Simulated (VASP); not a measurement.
A run of VASP 6.6.1:

Contents of MoS2.cif:

```cif
data_MoS2
_cell_length_a 3.16000000
_cell_length_b 3.16000000
_cell_length_c 18.45000000
_cell_angle_alpha 90.00000000
_cell_angle_beta 90.00000000
_cell_angle_gamma 120.00000000
_space_group_name_H-M_alt 'R3m'
_space_group_name_Hall 'R 3 -2"'
_space_group_IT_number 160
loop_
_space_group_symop_operation_xyz
'x,y,z'
'-y,x-y,z'
'-x+y,-x,z'
'-y,-x,z'
'-x+y,y,z'
'x,x-y,z'
'x+2/3,y+1/3,z+1/3'
'-y+2/3,x-y+1/3,z+1/3'
'-x+y+2/3,-x+1/3,z+1/3'
'-y+2/3,-x+1/3,z+1/3'
'-x+y+2/3,y+1/3,z+1/3'
'x+2/3,x-y+1/3,z+1/3'
'x+1/3,y+2/3,z+2/3'
'-y+1/3,x-y+2/3,z+2/3'
'-x+y+1/3,-x+2/3,z+2/3'
'-y+1/3,-x+2/3,z+2/3'
'-x+y+1/3,y+2/3,z+2/3'
'x+1/3,x-y+2/3,z+2/3'
loop_
_atom_site_label
_atom_site_type_symbol
_atom_site_symmetry_multiplicity
_atom_site_Wyckoff_symbol
_atom_site_fract_x
_atom_site_fract_y
_atom_site_fract_z
_atom_site_occupancy
Mo1 Mo 3 a 0.0000000000 0.0000000000 0.0000000000 1
S1 S 3 a 0.3333333333 0.6666666667 0.0836666667 1
S2 S 3 a 0.0000000000 0.0000000000 0.2500000000 1
```

POSCAR

```
Mo S 
 1.0000000000000000
     3.1600000000000001    0.0000000000000000    0.0000000000000000
    -1.5799999999999994    2.7366402759588264    0.0000000000000000
     0.0000000000000000    0.0000000000000000   18.4499999999999993
 Mo  S  
   3   6
Cartesian
  0.0000000000000000  0.0000000000000000  0.0000000000000000
  1.5800000000000001  0.9122134253196088  6.1499999999999995
  0.0000000000000004  1.8244268506392176 12.2999999999999989
 -0.0000000001579998  1.8244268507304389  1.5436500006150000
  3.1599999998419999  0.0000000000912214  7.6936500006149995
  1.5799999998420000  0.9122134254108299 13.8436500006149981
  0.0000000000000000  0.0000000000000000  4.6124999999999998
  1.5800000000000001  0.9122134253196088 10.7624999999999975
  0.0000000000000004  1.8244268506392176 16.9124999999999979
```

File INCAR.step1:

```
  PREC = Accurate
  ENCUT = 520
  EDIFF = 1E-5
  ISMEAR = -5
  SIGMA = 0.05
  LREAL = False
  LASPH = True
  NELM = 80
  ALGO = Normal
  ISIF = 2
  LWAVE = True
  LCHARG = False
  NBANDS = 51
  GGA = PE
```

Contents of INCAR.step2:

```
  PREC = Accurate
  ENCUT = 520
  EDIFF = 1E-7
  ISMEAR = -5
  SIGMA = 0.05
  LREAL = False
  LASPH = True
  NELM = 80
  ALGO = Normal
  ISIF = 2
  LWAVE = False
  LCHARG = False
  METAGGA = MBJ
  LOPTICS = True
  NBANDS = 51
  NEDOS = 2000
  CSHIFT = 0.05
  ISTART = 1
```

KPOINTS

```
regular mesh
0
Gamma
  10 10 2
```

Potentials or basis: VASP PAW PBE potentials, release 64 (Mo_sv, S).

Run with:

```sh
$ ase convert -i cif -o vasp MoS2.cif POSCAR
$ cat potpaw_PBE.64/Mo_sv/POTCAR potpaw_PBE.64/S/POTCAR > POTCAR
$ cp INCAR.step1 INCAR
$ mpirun -np 1 vasp_std > vasp.out
$ cp INCAR.step2 INCAR
$ mpirun -np 1 vasp_std > vasp.out
```

Hardware: 1 thread of AMD EPYC 9R45 96-Core Processor (Zen 5), with other jobs on the host.

Question: How long does it take, and how much memory?

Answer: Wall time 14 min on 1 thread of AMD EPYC 9R45 96-Core Processor (Zen 5), with other jobs on the host, peak memory 0.57 GiB. Counts: scf iterations 63, k points 28.
